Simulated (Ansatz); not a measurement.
Al: equation of state with rPW86-PBE+rVV10

**Measured values to compare with.**

“The interpretation of polycrystalline coherent inelastic neutron scattering from aluminium”, 2013, pmc:3831299 quotes, for a bulk crystal of Al: bulk modulus 76.9 GPa.

Al:

```xyz
1
Lattice="0.0000 2.0248 2.0248 2.0248 0.0000 2.0248 2.0248 2.0248 0.0000" Properties=species:S:1:pos:R:3 pbc="T T T"
Al    0.0000    0.0000    0.0000
```

```yaml
Program: Ansatz 0.2.0
Task: equation of state
Functional: rPW86-PBE
Dispersion: rVV10
Potentials_or_basis: Ansatz PAW
Cutoff: 420 eV
Density_cutoff: 2100 eV
k_mesh: 11 × 11 × 11
Occupations: fermi-dirac, width 0.05 eV
Spin: no spin polarisation
```

- Equilibrium volume: 16.34 Å³/atom
- Bulk modulus: 80 GPa
- Pressure derivative of the bulk modulus: 4.7

Energy against volume, from the lowest point:
```csv
volume (Å³/atom),energy (meV/atom)
15.607,8.84
15.939,2.50
16.271,0.00
16.603,0.94
16.935,4.98
17.267,11.71
17.599,20.88
```

All runs of the series together: 6.2 s on 2 threads of Intel(R) Xeon(R) Platinum 8259CL CPU @ 2.50GHz (Skylake/Cascade Lake), with other jobs on the host.

Against the measured bulk modulus of Al, 76.9 GPa (quoted in “The interpretation of polycrystalline coherent inelastic neutron scattering from aluminium”, 2013, pmc:3831299), the calculated 80 GPa is off by +3.6 %. The fit is for a static lattice scaled at fixed shape and fixed fractional positions. The cell as given is a measured one (16.60 Å³/atom); rPW86-PBE+rVV10 puts the equilibrium volume -1.6 % from it, thermal expansion not counted.

Caveat: the potentials were made for another functional, which shifts forces and pressure.
